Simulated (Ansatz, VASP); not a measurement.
## P (linear P chain) in two plane-wave programs

Wanted: the spread between two codes on one cell, functional and k mesh. The structure shown is the end of the Ansatz relaxation below.

Method: plane waves, with VASP 6.6.1 beside it; single point at PBE, in Ansatz 0.2.0.

### Step 1. Starting point

The cell holds 1 atom: 1 P. Cell: a = 7.500 Å, b = 7.500 Å, c = 2.100 Å, α = 90.0°, β = 90.0°, γ = 90.0°. Vacuum lies along a and b. The structure's axis is c.

### Step 2. Ansatz: relaxation, PBE

Ansatz runs on its default PAW (the set named soft_2) files.

This run makes the geometry at which the two programs are then compared.

The input, input.yaml:

```yaml
crystal:
  lattice:
    - [7.5, 0.0, 0.0]
    - [0.0, 7.5, 0.0]
    - [0.0, 0.0, 1.9902]
  atoms:
    - { symbol: P, position: [0.5, 0.5, 0.0], spin: 0.3 }
magnetization:
  spin_polarized: true
kpoints:
  mp_grid: { grid: [1, 1, 41] }
scf:
  occupations: { method: fermi_dirac, width: 0.05 }
hamiltonian:
  xc: pbe
relax:
  cell: { fix: [a, b, alpha, beta, gamma] }
  max_steps: 60
```

Command:

```bash
$ ansatz run input.yaml --threads 4 --pin off --max-ram 8192MiB --backend cpu --events-out ev --progress --plain --runs-dir out
```

Numbers of over 12 decimals in the logs are rounded to 6 here.

Log:

```text
Engine: ansatz 0.2.0, aarch64-unknown-linux-gnu
Pseudopotentials: kind: paw
Pseudopotential: P, paw, valence charge 5, recommended cutoff 420 eV (normal), P.paw.azcp
Functional definition: PBE
  parameter kappa = 0.804
  parameter beta = 0.066725
  exchange = pbe_x(kappa = kappa, mu = beta*pi^2/3)
  correlation = pbe_c(beta = beta)
Crystal: 1 atoms, lattice volume = 111.949 Å³
Basis set: ecut = 420 eV, 2199 PW (Γ), exchange–correlation on 108×108×30 points (8 copies of the dense FFT grid, shifted against one another)
Bands: 7, of which v1, the nominal top of the filled ones, is band 3 counted from 1 (2 counted from 0)
Symmetry: 16 space group operations
Space group: P4/mmm (ITA 123), of the structure as read, at distance tolerance 4.8e-5 Å
Magnetic group: BNS 123.339 (UNI 999), of the structure as read, at distance tolerance 4.8e-5 Å
k-points: 21 of 41
Non-local potential: P, projectors of the file, l = 0: 2, l = 1: 2, l = 2: 2
PAW form: soft (Blöchl's): semilocal exchange-correlation on the pseudo side does not see the compensation charge
PAW one-centre angular grid: P, 110 points (default); XC on 64 Gauss nodes
Initial density: superposition of atomic densities (neutral atoms: chi_scale 0, normalization atom)
Starting moments: Σ|m| = 0.3 μB on 1 of 1 site
Initial wavefunctions: pseudopotential atomic-orbital guess
Functional: x = pbe(κ = 0.804, μ = 0.219515), c = pbe(β = 0.066725)
SCF iter   1: F=—  HF=-754.494846 eV  |F-HF|=—  |Δ(HF+E_count)|=         —  Δρ=8.16e-3 (↑5.52e-3 ↓8.16e-3)  dr2=2.60e-1  dr2_m=9.56e-3  M=0.063 μB ∫|m|=0.065 μB  β_m=0.30  ethr=3.10e-3  ⟨swp⟩=6.6  Hψ=3159  notcnv=0
preconditioner: auto → none  [insulator: Δε(μ)=0.221 eV  Ē_g=10.056 eV  σ=0.050 eV  W_gap=0.75  n_scr=8 (ndim 8)  ℏωp=6.9 eV  f_vac=0.594  D(μ)=0.56/eV (n_scr^D=4)  ε∞_Penn≈1.5]
SCF iter   2: F=—  HF=-754.418338 eV  |F-HF|=—  |Δ(HF+E_count)|=   7.65e-2  Δρ=4.97e-3 (↑3.41e-3 ↓4.97e-3)  dr2=7.86e-2  dr2_m=4.58e-3  M=0.066 μB ∫|m|=0.067 μB  β_m=0.30  ethr=3.10e-3  ⟨swp⟩=1.6  Hψ=679  notcnv=0  defer=1
SCF iter   3: F=—  HF=-754.391396 eV  |F-HF|=—  |Δ(HF+E_count)|=   2.69e-2  Δρ=2.12e-3 (↑2.12e-3 ↓1.51e-3)  dr2=3.75e-3  dr2_m=2.57e-3  M=0.065 μB ∫|m|=0.066 μB  β_m=0.30  ethr=1.57e-3  ⟨swp⟩=2.8  Hψ=596  notcnv=0  defer=4
SCF iter   4: F=—  HF=-754.393381 eV  |F-HF|=—  |Δ(HF+E_count)|=   1.99e-3  Δρ=1.67e-3 (↑9.22e-4 ↓1.67e-3)  dr2=3.86e-3  dr2_m=1.38e-3  M=0.059 μB ∫|m|=0.059 μB  β_m=0.30  ethr=7.50e-5  ⟨swp⟩=2.6  Hψ=621  notcnv=0  defer=11
SCF iter   5: F=—  HF=-754.392675 eV  |F-HF|=—  |Δ(HF+E_count)|=   7.06e-4  Δρ=9.22e-4 (↑9.22e-4 ↓9.10e-4)  dr2=1.41e-5  dr2_m=8.56e-4  M=0.053 μB ∫|m|=0.053 μB  β_m=0.30  ethr=7.50e-5  ⟨swp⟩=2.4  Hψ=530  notcnv=0  defer=11
SCF iter   6: F=—  HF=-754.393232 eV  |F-HF|=—  |Δ(HF+E_count)|=   5.57e-4  Δρ=7.37e-4 (↑7.19e-4 ↓7.37e-4)  dr2=2.71e-6  dr2_m=5.43e-4  M=0.047 μB ∫|m|=0.047 μB  β_m=0.30  ethr=2.82e-7  ⟨swp⟩=2.7  Hψ=437  notcnv=0  defer=10
SCF iter   7: F=—  HF=-754.393590 eV  |F-HF|=—  |Δ(HF+E_count)|=   3.58e-4  Δρ=5.93e-4 (↑5.93e-4 ↓5.91e-4)  dr2=3.51e-8  dr2_m=3.59e-4  M=0.042 μB ∫|m|=0.042 μB  β_m=0.30  ethr=5.42e-8  ⟨swp⟩=2.3  Hψ=409  notcnv=0  defer=10
Mixer restart at iter 7: flushing history
spin-set hold released at iteration 7 (site moments contracting): the magnetisation degrees of freedom join the quasi-Newton model from the next iteration; the mixer history was flushed
SCF iter   8: F=—  HF=-754.393829 eV  |F-HF|=—  |Δ(HF+E_count)|=   2.39e-4  Δρ=4.89e-4 (↑4.89e-4 ↓4.88e-4)  dr2=1.26e-8  dr2_m=2.45e-4  M=0.037 μB ∫|m|=0.037 μB  β_m=0.46  ethr=7.01e-10  ⟨swp⟩=3.8  Hψ=547  notcnv=0  defer=10
SCF iter   9: F=—  HF=-754.394325 eV  |F-HF|=—  |Δ(HF+E_count)|=   4.96e-4  Δρ=1.87e-4 (↑1.87e-4 ↓1.87e-4)  dr2=5.88e-10  dr2_m=3.59e-5  M=0.017 μB ∫|m|=0.017 μB  β_m=0.82  ethr=2.52e-10  ⟨swp⟩=4.5  Hψ=626  notcnv=0  defer=10
SCF iter  10: F=—  HF=-754.394429 eV  |F-HF|=—  |Δ(HF+E_count)|=   1.04e-4  Δρ=3.04e-5 (↑3.04e-5 ↓3.04e-5)  dr2=1.58e-11  dr2_m=9.49e-7  M=0.003 μB ∫|m|=0.003 μB  β_m=0.91  ethr=1.18e-11  ⟨swp⟩=5.5  Hψ=737  notcnv=0  defer=10
SCF iter  11: F=—  HF=-754.394432 eV  |F-HF|=—  |Δ(HF+E_count)|=   2.79e-6  Δρ=1.11e-5 (↑1.11e-5 ↓1.11e-5)  dr2=6.13e-11  dr2_m=1.26e-7  M=-0.001 μB ∫|m|=0.001 μB  β_m=0.95  ethr=1.00e-12  ⟨swp⟩=5.7  Hψ=906  notcnv=0
SCF iter  12: F=—  HF=-754.394432 eV  |F-HF|=—  |Δ(HF+E_count)|=   3.44e-7  Δρ=2.25e-6 (↑2.25e-6 ↓2.15e-6)  dr2=5.06e-11  dr2_m=4.96e-9  M=-0.000 μB ∫|m|=0.000 μB  β_m=0.96  ethr=1.00e-12  ⟨swp⟩=4.3  Hψ=763  notcnv=0
SCF iter  13: F=—  HF=-754.394432 eV  |F-HF|=—  |Δ(HF+E_count)|=   1.38e-8  Δρ=3.36e-7 (↑2.70e-7 ↓3.36e-7)  dr2=2.28e-11  dr2_m=9.27e-11  M=-0.000 μB ∫|m|=0.000 μB  β_m=0.80  ethr=1.00e-12  ⟨swp⟩=3.5  Hψ=676  notcnv=0
[...]
iter 5 did not close the SCF: its close was put off for a magnetic moment that had not settled (scf_convergence_deferred on its scf_iter line)
SCF iter   5: F=-754.516450 eV  HF=-754.516450 eV  |F-HF|=4.82e-9  |Δ(HF+E_count)|=   1.83e-8  Δρ=1.96e-6 (↑1.96e-6 ↓1.40e-6)  dr2=3.34e-9  dr2_m=2.37e-9  M=-0.000 μB ∫|m|=0.000 μB  β_m=0.82  ethr=2.00e-9  ⟨swp⟩=5.1  Hψ=822  notcnv=0
iter 6 did not close the SCF: its close was put off for a magnetic moment that had not settled (scf_convergence_deferred on its scf_iter line)
SCF iter   6: F=-754.516450 eV  HF=-754.516450 eV  |F-HF|=3.14e-11  |Δ(HF+E_count)|=   6.21e-9  Δρ=1.99e-7 (↑1.90e-7 ↓1.99e-7)  dr2=5.68e-11  dr2_m=3.22e-11  M=-0.000 μB ∫|m|=0.000 μB  β_m=0.91  ethr=6.68e-11  ⟨swp⟩=1.4  Hψ=859  notcnv=0
SCF iter   7: F=-754.516450 eV  HF=-754.516450 eV  |F-HF|=1.25e-12  |Δ(HF+E_count)|=  6.00e-11  Δρ=2.30e-8 (↑2.30e-8 ↓2.27e-8)  dr2=2.41e-13  dr2_m=5.28e-13  M=-0.000 μB ∫|m|=0.000 μB  ethr=1.14e-12  ⟨swp⟩=1.0  Hψ=813  notcnv=0
the starting moments were not kept: the SCF closed with an absolute magnetisation of 6.2e-7 μB, where they sum to 0.3 μB in size (1 site). That is at most 0.1 of that sum. Measured as dr2_m measures the in/out step, that magnetisation stands 6.3e-14 eV from none, at or under the dr2_threshold of 1.0e-7 eV: it is no larger than a step whose dr2_m would equal this threshold.
SCF 3 converged in 7 iterations: F = -754.516450 eV  dr2 = 2.41e-13
  greatest PAW one-centre occupation: 0.822 electrons in one spin orbital (limit 2), on the P atom at site 0 (counted from 0), in its partial waves of l = 0
relax step   3: F+E_penalty+E_count = -754.51645023 eV  Δ(F+E_penalty+E_count) = -9.159e-3 eV  max|allowed force component| = 0.000e0 eV/Å  Δτ_max = 0.0000 Å  P = +0.014 GPa  Ω = 118.246 Å³  energy of the carried Pulay correction = -1.537e-4 eV  fix = [a, b, alpha, beta, gamma]  reactions: a +0.086, b +0.086 GPa  (7 SCF iters, dr2 threshold 1.00e-7 eV, accepted)
[...]
relax step   4: F+E_penalty+E_count = -754.51650575 eV  Δ(F+E_penalty+E_count) = -5.552e-5 eV  max|allowed force component| = 0.000e0 eV/Å  Δτ_max = 0.0000 Å  P = +0.054 GPa  Ω = 118.123 Å³  energy of the carried Pulay correction = -1.508e-4 eV  fix = [a, b, alpha, beta, gamma]  reactions: a +0.086, b +0.086 GPa  (6 SCF iters, dr2 threshold 4.11e-8 eV, accepted)
[...]
relax step   5: F+E_penalty+E_count = -754.51692244 eV  Δ(F+E_penalty+E_count) = -4.167e-4 eV  max|allowed force component| = 0.000e0 eV/Å  Δτ_max = 0.0000 Å  P = +0.062 GPa  Ω = 118.123 Å³  fix = [a, b, alpha, beta, gamma]  reactions: a +0.089, b +0.089 GPa  stress off target by 8.12e-3 GPa on what of the cell is left free  SCF on the basis re-selected at this cell (its energy is not comparable with the rows above)  (5 SCF iters)
basis re-selected at this cell: Δ(F+E_penalty+E_count) = -4.167e-4 eV, ΔP = +0.007 GPa vs the last step (what re-selecting the basis moved, of the pressure what is left beyond the Pulay correction that the steps carried, after the strain that the cell walked since its last selection, with what the two solves' SCF thresholds leave and, on support functions, any second-order correction that the steps lacked; it is no measure of the basis error at this ecutwfc). This SCF's stress stands 8.12e-3 GPa from its target on what of the cell is left free (relax.cell.stress_tol is 5.00e-2 GPa) and its largest allowed force component is 0.00e0 eV/Å (relax.f_tol is 1.00e-2 eV/Å): [rest of the remark cut]
SCF converged after 5 iterations
Magnetization: -0.0000 μB (2.5000 up, 2.5000 down)
Absolute magnetization: 0.0000 μB (∫|ρ↑−ρ↓|, with the PAW one-centre terms)
Spin contamination: 0.0000 ħ² per cell (⟨S²⟩ above its minimum at these occupations)
Per-site moments (μB) at R_I (Å): [(-6.441728684438586e-10, 0.866234)]
Free energy (F): -754.516922 eV
Harris-Foulkes:  -754.516922 eV  (|F-HF|=1.59e-12)
Internal energy: -754.513098 eV  (E = F + TS)
E sigma→0 (E₀):  -754.515010 eV
Entropy (-TS):   -0.003825 eV (-3.825 meV/atom)
Fermi energy:    -3.545938 eV
--- Per-component energies (eV) ---
  E_band       = -43.694656
  E_kinetic    = 67.888793
  E_local      = -322.529691  (includes V_loc(G=0)·N_el)
  E_nonlocal   = 34.152648
  E_hartree    = 121.280363
  E_xc         = -59.645207
  E_vxc        = -58.217623  (∫ρ·V_xc dr)
  E_paw        = -569.349331  (= ΣΔE_a)
  E_vpaw       = -7.549510  (= ΣTr[D̂ρ^β])
  E_aug_tail   = 0.000003  (compensation charges beyond the density's cutoff)
  E_ewald      = -26.310678
  E_smearing   = -0.003825  (= −TS)
  E_closure    = 0.000000  (closes the sum)
  Σ components = -754.516922   (vs F -754.516922, Δ=0.00e0)
--- Forces (eV/Å), atoms counted from 1 ---
  atom   1  P      0.00000000     0.00000000     0.00000000
  max |Σ_I F_I| component: 0.00e0 eV/Å
--- Stress (GPa, compression-positive) ---
        0.088574       0.000000       0.000000
        0.000000       0.088574       0.000000
        0.000000       0.000000       0.008116
  P = ⅓ Tr σ = 0.0618 GPa (0.618 kbar)
--- Relaxed structure (4 steps of the walk, 4 accepted, 1 SCFs on fresh bases) ---
  F+E_penalty+E_count = -754.51692244 eV   max|allowed force component| = 0.000e0 eV/Å   (the final SCF, on the basis selected at the relaxed cell)
  cell:  # Å, volume = 118.1228 Å³
    - [7.5, 0.0, 0.0]
    - [0.0, 7.5, 0.0]
    - [0.0, 0.0, 2.099960]
  atoms:
    - { symbol: P, position: [0.5, 0.5, 0.0] }
```

Reading the cycles: dr2 is the Hartree energy of the density residual (eV), the measure of convergence; HF is the Harris–Foulkes estimate of the energy, which meets the free energy F at convergence.

### Step 3. VASP: single point, PBE

The same cell, functional, mesh and smearing now go to VASP, with its own data sets.

Lines of VASP's logs that name or quote its potential files are left out, and so is its time.

The input, INCAR:

```
SYSTEM = P
PREC = Accurate
ENCUT = 500
EDIFF = 1E-06
NELM = 200
ISMEAR = -1
SIGMA = 0.05
LREAL = .FALSE.
ALGO = Normal
GGA = PE
NBANDS = 9
ISPIN = 2
MAGMOM = -0
LORBIT = 11
LWAVE = .FALSE.
LCHARG = .FALSE.
ISIF = 2
LASPH = .TRUE.
GGA_COMPAT = .FALSE.
```

The input, POSCAR:

```
P
1.0
    7.5000000000      0.0000000000      0.0000000000
    0.0000000000      7.5000000000      0.0000000000
    0.0000000000      0.0000000000      2.0999602234
P
1
Direct
    0.5000000000      0.5000000000      0.0000000000
```

The input, KPOINTS:

```
Automatic mesh
0
Gamma
1 1 41
0 0 0
```

Potentials, in the order of the species: P (PBE family, release 64).

Command:

```bash
$ mpirun -np 1 vasp_std
```

Log:

```text
[banner, memory and clock lines left out]
running    1 mpi-ranks, on    1 nodes
 distrk:  each k-point on    1 cores,    1 groups
 distr:  one band on    1 cores,    1 groups

 POSCAR found type information on POSCAR P
 POSCAR found :  1 types and       1 ions
 LDA part: xc-table for (Slater+PW92), standard interpolation
 POSCAR, INCAR and KPOINTS ok, starting setup
 FFT: planning ... GRIDC
 FFT: planning ... GRID_SOFT
 FFT: planning ... GRID
 WAVECAR not read
 entering main loop
       N       E                     dE             d eps       ncg     rms          rms(c)
DAV:   1     0.200997363061E+02    0.20100E+02   -0.15759E+03   756   0.319E+02
DAV:   2    -0.293816083829E+01   -0.23038E+02   -0.17918E+02   994   0.554E+01
DAV:   3    -0.426014451450E+01   -0.13220E+01   -0.12994E+01  1010   0.182E+01
DAV:   4    -0.427240011366E+01   -0.12256E-01   -0.12252E-01  1050   0.200E+00
DAV:   5    -0.427255464999E+01   -0.15454E-03   -0.15454E-03  1016   0.186E-01    0.454E+00
DAV:   6    -0.422923596086E+01    0.43319E-01   -0.37015E-02   951   0.793E-01    0.268E+00
DAV:   7    -0.421018535648E+01    0.19051E-01   -0.66752E-02   949   0.107E+00    0.139E-01
DAV:   8    -0.420995610565E+01    0.22925E-03   -0.37843E-03   805   0.350E-01    0.102E-01
DAV:   9    -0.420995123995E+01    0.48657E-05   -0.22564E-04   848   0.799E-02    0.778E-02
DAV:  10    -0.421012721614E+01   -0.17598E-03   -0.46576E-05   764   0.346E-02    0.506E-02
DAV:  11    -0.421026344000E+01   -0.13622E-03   -0.69281E-06   868   0.187E-02    0.113E-02
DAV:  12    -0.421040674941E+01   -0.14331E-03   -0.25969E-05   816   0.246E-02    0.112E-02
DAV:  13    -0.421046724977E+01   -0.60500E-04   -0.28413E-06   812   0.989E-03    0.276E-03
DAV:  14    -0.421048284681E+01   -0.15597E-04   -0.84293E-07   795   0.434E-03    0.478E-03
DAV:  15    -0.421048751865E+01   -0.46718E-05   -0.16005E-07   845   0.203E-03    0.235E-03
DAV:  16    -0.421049013760E+01   -0.26189E-05   -0.18294E-07   799   0.192E-03    0.865E-04
DAV:  17    -0.421049016436E+01   -0.26767E-07   -0.38620E-09  1058   0.335E-04
   1 F= -.42104902E+01 E0= -.42085812E+01  d E =-.381794E-02  mag=    -0.0000
```

From OUTCAR (step 3):

```text
ion  position               nearest neighbor table
   1  0.500  0.500  0.000-

  LATTYP: Found a simple tetragonal cell.
 ALAT       =     7.5000000000
 C/A-ratio  =     0.2799946965

 Subroutine GETGRP returns: Found 16 space group operations
 (whereof 16 operations were pure point group operations)

The static configuration has the point symmetry D_4h.

 Found     21 irreducible k-points:

   k-points           NKPTS =     21   k-points in BZ     NKDIM =     21   number of bands    NBANDS=      9

   dimension x,y,z NGX =    56 NGY =   56 NGZ =   16
   dimension x,y,z NGXF=   112 NGYF=  112 NGZF=   32

   ENCUT  =  500.0 eV  36.75 Ry    6.06 a.u.  13.67 13.67  3.83*2*pi/ulx,y,z

   NELECT =       5.0000    total number of electrons

 k-points in reciprocal lattice and weights: Automatic mesh
   0.00000000  0.00000000  0.00000000       0.024
   0.00000000  0.00000000  0.02439024       0.049
   0.00000000  0.00000000  0.04878049       0.049
   0.00000000  0.00000000  0.07317073       0.049
   0.00000000  0.00000000  0.09756098       0.049
   0.00000000  0.00000000  0.12195122       0.049
   0.00000000  0.00000000  0.14634146       0.049
   0.00000000  0.00000000  0.17073171       0.049
   0.00000000  0.00000000  0.19512195       0.049
[...]
0.00000000  0.00000000  0.46341463       0.049
   0.00000000  0.00000000  0.48780488       0.049

 average (electrostatic) potential at core
       1 -92.3529

 E-fermi :  -3.7173

 spin component 1
 k-point     1 :       0.0000    0.0000    0.0000
  band No.  band energies     occupation
      1     -16.4103      1.00000
      2      -6.3887      1.00000
      3      -6.3887      1.00000
      4       0.1401      0.00000
      5       1.8474      0.00000
      6       2.7992      0.00000
      7       3.4913      0.00000
      8       3.4913      0.00000
    ...

 k-point     2 :       0.0000    0.0000    0.0244
  band No.  band energies     occupation
      1     -16.3914      1.00000
      2      -6.3706      1.00000
      3      -6.3706      1.00000
      4       0.1584      0.00000
      5       1.8676      0.00000
      6       2.8191      0.00000
      7       3.5112      0.00000
      8       3.5112      0.00000
    ...

 k-point     3 :       0.0000    0.0000    0.0488
  band No.  band energies     occupation
      1     -16.3349      1.00000
      2      -6.3163      1.00000
      3      -6.3163      1.00000
      4       0.2127      0.00000
      5       1.9280      0.00000
      6       2.8789      0.00000
      7       3.5710      0.00000
      8       3.5710      0.00000
    ...

 k-point     4 :       0.0000    0.0000    0.0732
  band No.  band energies     occupation
      1     -16.2407      1.00000
      2      -6.2259      1.00000
      3      -6.2259      1.00000
      4       0.3020      0.00000
      5       2.0286      0.00000
      6       2.9786      0.00000
      7       3.6706      0.00000
      8       3.6706      0.00000
    ...

 k-point     5 :       0.0000    0.0000    0.0976
  band No.  band energies     occupation
      1     -16.1091      1.00000
      2      -6.0993      1.00000
      3      -6.0993      1.00000
      4       0.4240      0.00000
      5       2.1694      0.00000
      6       3.1181      0.00000
      7       3.8099      0.00000
      8       3.8099      0.00000
    ...

 k-point     6 :       0.0000    0.0000    0.1220
  band No.  band energies     occupation
      1     -15.9401      1.00000
      2      -5.9368      1.00000
      3      -5.9368      1.00000
      4       0.5734      0.00000
      5       2.3505      0.00000
      6       3.2974      0.00000
      7       3.8999      0.00000
      8       3.9890      0.00000
    ...

  Total        0.0611604      0.0611604     -0.0593755      0.0000000      0.0000000      0.0000000
  in kB        0.8295587      0.8295587     -0.8053493      0.0000000      0.0000000      0.0000000
  external PRESSURE =       0.2845894 kB  Pullay stress =       0.0000000 kB

  energy-cutoff  :      500.00
  volume of cell :      118.12
      direct lattice vectors                 reciprocal lattice vectors
     7.500000000  0.000000000  0.000000000     0.133333333  0.000000000  0.000000000
     0.000000000  7.500000000  0.000000000     0.000000000  0.133333333  0.000000000
     0.000000000  0.000000000  2.099960223     0.000000000  0.000000000  0.476199496

 POSITION                                       TOTAL-FORCE (eV/Angst)
 -----------------------------------------------------------------------------------
      3.75000      3.75000      0.00000         0.000000      0.000000      0.000000
 -----------------------------------------------------------------------------------
    total drift:                               -0.000000     -0.000000      0.000000

  FREE ENERGIE OF THE ION-ELECTRON SYSTEM (eV)
  ---------------------------------------------------
  free  energy   TOTEN  =        -4.2104901644 eV

  energy  without entropy=       -4.2066722292  energy(sigma->0) =       -4.20858120

 total charge
# of ion       s       p       d       tot
------------------------------------------
    1        1.109   1.336   0.000   2.445

 magnetization (x)
# of ion       s       p       d       tot
------------------------------------------
    1       -0.000  -0.000   0.000  -0.000

[... 6 further parts left out ...]
```

This run allows spin, but its moments start at zero, where symmetry between the spins tends to hold them. Its electron count is odd, so without a moment it is a metal by construction.

### Step 4. Side by side

Known differences besides the potentials themselves: the cutoff is 420 eV in Ansatz and 500 eV in VASP; Ansatz's pressure holds a Pulay correction, VASP's none. Total energies have different zeros and are not compared.

The two programs side by side:

| quantity | Ansatz | VASP | difference |
| --- | --- | --- | --- |
| pressure (GPa) | 0.06 | 0.03 | +0.03 |

### Step 5. Results

| Quantity | Value |
| --- | --- |
| difference in pressure (single point, PBE) | 0.033 GPa |

The difference in pressure is 0.033 GPa (single point, PBE), within the 1 GPa picked in this series as the mark of a large difference. How closely two codes agree says nothing of how well the functional describes the real material.

[Lines on the potential files, build, host, timing and source positions are cut from VASP's logs without a mark.]

[Logs are printed without paths, hosts, clocks, repeated set-up lines and the standing remarks that a program may print on its own settings, such as how far it seeks lower states.]

[Hosts, paths, dates, database ids (printed as entryN), source tags and the programs' standing remarks are cut or masked in the printed files.]
